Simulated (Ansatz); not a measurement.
Runs of Ansatz 0.2.0 on BaTiO3. Symmetry: P4mm, No. 99, tetragonal system. Conventional cell: a = 4.000 Å, b = 4.000 Å, c = 4.018 Å, α = 90.00°, β = 90.00°, γ = 90.00°. Ba (site symmetry 4mm) has 12 O at 2.79 to 2.88 Å as nearest neighbours. Ti (site symmetry 4mm) has 6 O at 1.89 to 2.13 Å as nearest neighbours. O (site symmetry 2mm) has 2 Ti at 2.00 Å as nearest neighbours. O (site symmetry 4mm) is surrounded by 2 Ti at 1.89 to 2.13 Å. 

| task | level | U | cell | k mesh | cutoff (eV) | points for each segment of the path | hubbard projectors | double counting | gap on the mesh (eV) | pressure (GPa) | V0 of scaled cells (Å³/atom) | B0 (GPa) | largest force (eV/Å) |
| --- | --- | --- | --- | --- | --- | --- | --- | --- | --- | --- | --- | --- | --- |
| relaxation of cell and atoms | r2SCAN | - | relaxed | 7 × 7 × 7 | 500 | - | - | - | 2.33 | 0.0 | - | - | - |
| band structure | PBEsol+U | Ti d U = 6 eV | as given | 7 × 7 × 7 | 420 | 14 | ortho-atomic (the default) | fll (the default) | 2.64 | -1.7 | - | - | (b) |
| equation of state | PBE+D3(BJ) | - | as given | 7 × 7 × 7 | 420 | - | - | - | - | - | 12.78 | (a) | - |
| band structure | HSE06 | - | as given | 6 × 6 × 6 | 420 | 4 | - | - | 3.24 | - | - | - | 0.56 |
| equation of state | revPBE+D3(BJ) | - | as given | 7 × 7 × 7 | 420 | - | - | - | - | - | (c) | 165 | - |

Alike in all rows: potentials or basis Ansatz PAW; no spin polarisation; smearing fermi-dirac 0.05 eV.

Estimate the missing entries.

(a) 169; (b) 0.22; (c) 12.80.

Caveats: the PAW data sets come from PBE, with cores solved anew for the run's functional, which leaves a small shift of forces and pressure (some runs); spin-orbit coupling is left out, which moves the levels of the heavy elements (some runs); the cell was scaled at fixed shape and fractional positions, which overstates the stiffness of a crystal with free parameters, most of all of layers and chains (some runs); odd divisions of the mesh miss points on the zone boundary, where band edges often lie, so the gap on the mesh can be too wide (some runs); the plane-wave basis is chosen anew once the cell has moved, so the energies of steps on either side of that aren't comparable (some runs); the k mesh misses the band edges, so the gap on the mesh is wider than the one along the path (some runs); the potentials were made for another functional, which shifts forces and pressure (some runs).

A k mesh can miss the band edges, and the runs leave out spin-orbit coupling on Ba.

Not every run made on this cell is shown here.
